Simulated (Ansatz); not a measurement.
**Property card for Pb**

Theory: DFT PBE+D3(BJ), scalar-relativistic, plane waves, PAW (Ansatz 0.2.0).

Plane waves to 420 eV, a k mesh through Γ of 16×16×16 on the computed 1-atom cell and Gaussian smearing (0.10 eV); no spin polarisation.

The structure is relaxed at this level of theory with its symmetry kept. This bcc form isn't the element's structure at ambient conditions.

```cif
data_structure
_symmetry_space_group_name_H-M 'Im-3m'
_symmetry_Int_Tables_number 229
_cell_length_a 3.9300
_cell_length_b 3.9300
_cell_length_c 3.9300
_cell_angle_alpha 90.000
_cell_angle_beta 90.000
_cell_angle_gamma 90.000
_cell_volume 60.70
loop_
_atom_site_label
_atom_site_type_symbol
_atom_site_symmetry_multiplicity
_atom_site_Wyckoff_symbol
_atom_site_fract_x
_atom_site_fract_y
_atom_site_fract_z
_atom_site_occupancy
Pb1 Pb 2 a 0.00000 0.00000 0.00000 1
```

| Item | Value |
| --- | --- |
| Space group | Im-3m (No. 229) |
| Volume per atom | 30.35 Å³ |
| Kohn–Sham band gap | none (metal) |
| Density of states at the Fermi level | 0.60 states/eV per cell |
| Löwdin character within 0.5 eV of the Fermi level | Pb 6p 88 %, Pb 6s 9 % |
| Bulk modulus | 44 GPa |
| Its pressure derivative | 4.8 |
| Bader charges (e) | Pb (1 in the cell) 0.00 |

Spin-orbit coupling is left out, which matters for the bands of heavy elements.